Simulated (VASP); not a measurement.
SnSe2, 3 atoms in the cell. Symmetry: P-3m1, No. 164, trigonal system. Conventional cell: a = 3.803 Å, b = 3.803 Å, c = 5.889 Å, α = 90.00°, β = 90.00°, γ = 120.00°. Sn (site symmetry -3m) has 6 Se at 2.70 Å as nearest neighbours. Around Se (site symmetry 3m) lie 3 Sn at 2.70 Å. The cell is a database's computed one.

| Quantity | Value |
| --- | --- |
| Program | VASP 6.6.1 |
| Task | Born charges and dielectric tensor |
| Functional | LDA |
| Potentials or basis | VASP PAW LDA potentials, release 64 (Sn_d, Se) |
| Cutoff | 350 eV |
| k mesh | 9 × 9 × 4 |
| Occupations | gaussian, width 0.02 eV |
| Spin | no spin polarisation |
| Further INCAR settings | ALGO = Fast; EDIFF = 1e-08; IBRION = 8; NSW = 1 |

Potentials or basis: VASP PAW LDA potentials, release 64 (Sn_d, Se).

Launch:

```console
$ cat potpaw_LDA.64/Sn_d/POTCAR potpaw_LDA.64/Se/POTCAR > POTCAR
$ mpirun -np 1 vasp_std > vasp.out
```

Hardware: 1 thread of Intel(R) Xeon(R) Platinum 8488C (Sapphire Rapids) (shared host).

How long does it take, and how much memory?

It took 12 min on 1 thread of Intel(R) Xeon(R) Platinum 8488C (Sapphire Rapids), with other jobs on the host, peak memory 0.49 GiB. Counts: scf iterations 229, k points 95.
